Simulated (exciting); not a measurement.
# Tl (Fm-3m) in exciting: runs at scaled volumes, part 2 of 2

exciting (release sodium). Earlier steps stand in the parts before.

## 3. Equation of state, PBE, 28.80 Å³/atom (volume scaled by 0.96)

Contents of input.xml:

```xml
<input>
  <title>Tl</title>
  <structure speciespath="./" tshift="false">
    <crystal scale="1">
      <basevect>0.000000000000 4.597719178323 4.597719178323</basevect>
      <basevect>4.597719178323 0.000000000000 4.597719178323</basevect>
      <basevect>4.597719178323 4.597719178323 0.000000000000</basevect>
    </crystal>
    <species speciesfile="Tl.xml" rmt="2.29">
      <atom coord="0.000000000000 0.000000000000 0.000000000000"/>
    </species>
  </structure>
  <groundstate do="fromscratch" ngridk="9 9 9" rgkmax="7.5" gmaxvr="14" lmaxapw="10" lmaxmat="10" lmaxvr="8" xctype="GGA_PBE" stype="Fermi Dirac" swidth="0.00183747" nempty="8" ValenceRelativity="iora*" epsengy="1e-06" epspot="1e-06" maxscl="80" outputlevel="normal"/>
</input>
```

Potentials or basis: all-electron LAPW+lo, shipped species files, valence relativity iora*.

Command:

```sh
$ OMP_NUM_THREADS=1 exciting_smp
```

It took 13 s on 1 thread of AMD EPYC 9R45 (Zen 5), shared host; peak memory 0.11 GiB.

The run converged. Its results:

* Free energy: -552079.7294 eV
* Band gap on the k mesh: none (metal or under the smearing width)
* All electrons inside the program's atomic spheres: Tl 78.33 (radii Tl 2.29 bohr)

Caveat: rgkmax is low for these elements, so energy differences scatter by about 1 meV per atom; the log's total energy holds no entropy term; the free energy is that total less TS from the occupations.

## 4. Equation of state, PBE, 29.40 Å³/atom (volume scaled by 0.98)

Edit input.xml of step 3 so:

```diff
@@ -4,5 +4,5 @@
     <crystal scale="1">
-      <basevect>0.000000000000 4.597719178323 4.597719178323</basevect>
-      <basevect>4.597719178323 0.000000000000 4.597719178323</basevect>
-      <basevect>4.597719178323 4.597719178323 0.000000000000</basevect>
+      <basevect>0.000000000000 4.629428588430 4.629428588430</basevect>
+      <basevect>4.629428588430 0.000000000000 4.629428588430</basevect>
+      <basevect>4.629428588430 4.629428588430 0.000000000000</basevect>
     </crystal>
```

Command:

```sh
$ OMP_NUM_THREADS=1 exciting_smp
```

It took 14 s on 1 thread of AMD EPYC 9R45 (Zen 5), shared host; peak memory 0.11 GiB.

The run converged. Its results:

| Property | Result |
| --- | --- |
| Free energy | -552079.7339 eV |
| Band gap on the k mesh | none (metal or under the smearing width) |
| All electrons inside the program's atomic spheres | Tl 78.33 (radii Tl 2.29 bohr) |

Caveat: rgkmax is low for these elements, so energy differences scatter by about 1 meV per atom; the log's total energy holds no entropy term; the free energy is that total less TS from the occupations.

## 5. Equation of state, PBE, 30.00 Å³/atom

Edit input.xml of step 4 so:

```diff
@@ -4,5 +4,5 @@
     <crystal scale="1">
-      <basevect>0.000000000000 4.629428588430 4.629428588430</basevect>
-      <basevect>4.629428588430 0.000000000000 4.629428588430</basevect>
-      <basevect>4.629428588430 4.629428588430 0.000000000000</basevect>
+      <basevect>0.000000000000 4.660709460242 4.660709460242</basevect>
+      <basevect>4.660709460242 0.000000000000 4.660709460242</basevect>
+      <basevect>4.660709460242 4.660709460242 0.000000000000</basevect>
     </crystal>
```

Command:

```sh
$ OMP_NUM_THREADS=1 exciting_smp
```

Run time: 14 s. Hardware: 1 thread of AMD EPYC 9R45 (Zen 5), shared host; peak memory 0.11 GiB.

The run converged. Its results:

- Free energy: -552079.7411 eV
- Band gap on the k mesh: none (metal or under the smearing width)
- All electrons inside the program's atomic spheres: Tl 78.32 (radii Tl 2.29 bohr)

Caveat: rgkmax is low for these elements, so energy differences scatter by about 1 meV per atom; the log's total energy holds no entropy term; the free energy is that total less TS from the occupations.

## 6. Equation of state, PBE, 30.60 Å³/atom (volume scaled by 1.02)

Edit input.xml of step 5 so:

```diff
@@ -4,5 +4,5 @@
     <crystal scale="1">
-      <basevect>0.000000000000 4.660709460242 4.660709460242</basevect>
-      <basevect>4.660709460242 0.000000000000 4.660709460242</basevect>
-      <basevect>4.660709460242 4.660709460242 0.000000000000</basevect>
+      <basevect>0.000000000000 4.691575985412 4.691575985412</basevect>
+      <basevect>4.691575985412 0.000000000000 4.691575985412</basevect>
+      <basevect>4.691575985412 4.691575985412 0.000000000000</basevect>
     </crystal>
```

Potentials or basis: all-electron LAPW+lo, shipped species files, valence relativity iora*.

Command:

```sh
$ OMP_NUM_THREADS=1 exciting_smp
```

Wall time 16 s (1 thread of AMD EPYC 9R45 (Zen 5), shared host); peak memory 0.11 GiB.

It converged, with:

- Free energy: -552079.7398 eV
- Band gap on the k mesh: none (metal or under the smearing width)
- All electrons inside the program's atomic spheres: Tl 78.32 (radii Tl 2.29 bohr)

Caveat: rgkmax is low for these elements, so energy differences scatter by about 1 meV per atom; the log's total energy holds no entropy term; the free energy is that total less TS from the occupations.

## 7. Equation of state, PBE, 31.20 Å³/atom (volume scaled by 1.04)

Edit input.xml of step 6 so:

```diff
@@ -4,5 +4,5 @@
     <crystal scale="1">
-      <basevect>0.000000000000 4.691575985412 4.691575985412</basevect>
-      <basevect>4.691575985412 0.000000000000 4.691575985412</basevect>
-      <basevect>4.691575985412 4.691575985412 0.000000000000</basevect>
+      <basevect>0.000000000000 4.722041618036 4.722041618036</basevect>
+      <basevect>4.722041618036 0.000000000000 4.722041618036</basevect>
+      <basevect>4.722041618036 4.722041618036 0.000000000000</basevect>
     </crystal>
```

Potentials or basis: all-electron LAPW+lo, shipped species files, valence relativity iora*.

Command:

```sh
$ OMP_NUM_THREADS=1 exciting_smp
```

INFO.OUT:

```text
================================================================================
EXCITING SODIUM started
[... 10 lines left out ...]

 Lattice vectors (cartesian) :
      0.0000000000      4.7220416180      4.7220416180
      4.7220416180      0.0000000000      4.7220416180
      4.7220416180      4.7220416180      0.0000000000

 Reciprocal lattice vectors (cartesian) :
     -0.6653038892      0.6653038892      0.6653038892
      0.6653038892     -0.6653038892      0.6653038892
      0.6653038892      0.6653038892     -0.6653038892

 Unit cell volume                           :     210.5811179601
 Brillouin zone volume                      :       1.1779318860

 Species :    1 (Tl)
     parameters loaded from                 :    Tl.xml
[... 468 lines left out ...]
 Absolute change in total energy   (target) :  0.212814E-06  ( 0.100000E-05)
 Charge distance                   (target) :  0.123080E-09  ( 0.100000E-04)

++++++++++++++++++++++++++++++++++++++++++++++++++++++++++++++++++++++++++++++++
| Convergency criteria checked for the last 2 iterations                       +
| Convergence targets achieved. Performing final SCF iteration                 +
++++++++++++++++++++++++++++++++++++++++++++++++++++++++++++++++++++++++++++++++
 Total energy                               :    -20288.55602626
 _______________________________________________________________
 Fermi energy                               :         0.21096026
 Kinetic energy                             :     23514.66462687
 Coulomb energy                             :    -43421.25533098
 Exchange energy                            :      -376.98881071
 Correlation energy                         :        -4.97651144

 DOS at Fermi energy (states/Ha/cell)       :        14.63330973

 Electron charges :
     core                                   :        62.00000000
     core leakage                           :         0.00076033
     valence                                :        19.00000000
     interstitial                           :         2.68144067
     charge in muffin-tin spheres :
                  atom     1    Tl          :        78.31855933
     total charge in muffin-tins            :        78.31855933
     total charge                           :        81.00000000

++++++++++++++++++++++++++++++++++++++++++++++++++++++++++++++++++++++++++++++++
[... 12 lines left out ...]
| EXCITING SODIUM stopped                                                      =
================================================================================
```

LINENGY.OUT:

```text
Species :    1 (Tl), atom :    1
 APW functions :
  l =  0, order =  1 :   0.1500000000
  l =  1, order =  1 :   0.5725000000
  l =  2, order =  1 :  -0.1637500000
  l =  3, order =  1 :   0.1500000000
  l =  3, order =  2 :   0.1500000000
  l =  4, order =  1 :   0.1500000000
[... 11 lines left out ...]
  l = 10, order =  1 :   0.1500000000
  l = 10, order =  2 :   0.1500000000
 local-orbital functions :
  l.o. =  1, l =  0, order =  1 :   0.1500000000
  l.o. =  1, l =  0, order =  2 :   0.1500000000
  l.o. =  2, l =  1, order =  1 :   0.5725000000
  l.o. =  2, l =  1, order =  2 :   0.5725000000
  l.o. =  3, l =  2, order =  1 :  -0.1637500000
  l.o. =  3, l =  2, order =  2 :  -0.1637500000
  l.o. =  4, l =  1, order =  1 :   0.5725000000
  l.o. =  4, l =  1, order =  2 :   0.5725000000
  l.o. =  4, l =  1, order =  3 :   -2.425150000
  l.o. =  5, l =  2, order =  1 :  -0.1637500000
  l.o. =  5, l =  2, order =  2 :  -0.1637500000
  l.o. =  5, l =  2, order =  3 :  -0.1616500000
```

It took 15 s on 1 thread of AMD EPYC 9R45 (Zen 5), shared host; peak memory 0.11 GiB.

Results:

```yaml
Free_energy: -552079.7392 eV
Band_gap_on_the_k_mesh: none (metal or under the smearing width)
All_electrons_inside_the_program's_atomic_spheres: Tl 78.32 (radii Tl 2.29 bohr)
```

Caveat: rgkmax is low for these elements, so energy differences scatter by about 1 meV per atom; the log's total energy holds no entropy term; the free energy is that total less TS from the occupations.

## 8. Equation of state, PBE, 31.80 Å³/atom (volume scaled by 1.06)

Edit input.xml of step 7 so:

```diff
@@ -4,5 +4,5 @@
     <crystal scale="1">
-      <basevect>0.000000000000 4.722041618036 4.722041618036</basevect>
-      <basevect>4.722041618036 0.000000000000 4.722041618036</basevect>
-      <basevect>4.722041618036 4.722041618036 0.000000000000</basevect>
+      <basevect>0.000000000000 4.752119127180 4.752119127180</basevect>
+      <basevect>4.752119127180 0.000000000000 4.752119127180</basevect>
+      <basevect>4.752119127180 4.752119127180 0.000000000000</basevect>
     </crystal>
```

Command:

```sh
$ OMP_NUM_THREADS=1 exciting_smp
```

Run time: 16 s. Hardware: 1 thread of AMD EPYC 9R45 (Zen 5), shared host; peak memory 0.11 GiB.

The run converged. Its results:

* Free energy: -552079.7423 eV
* Band gap on the k mesh: none (metal or under the smearing width)
* All electrons inside the program's atomic spheres: Tl 78.32 (radii Tl 2.29 bohr)

Caveat: rgkmax is low for these elements, so energy differences scatter by about 1 meV per atom; the log's total energy holds no entropy term; the free energy is that total less TS from the occupations.
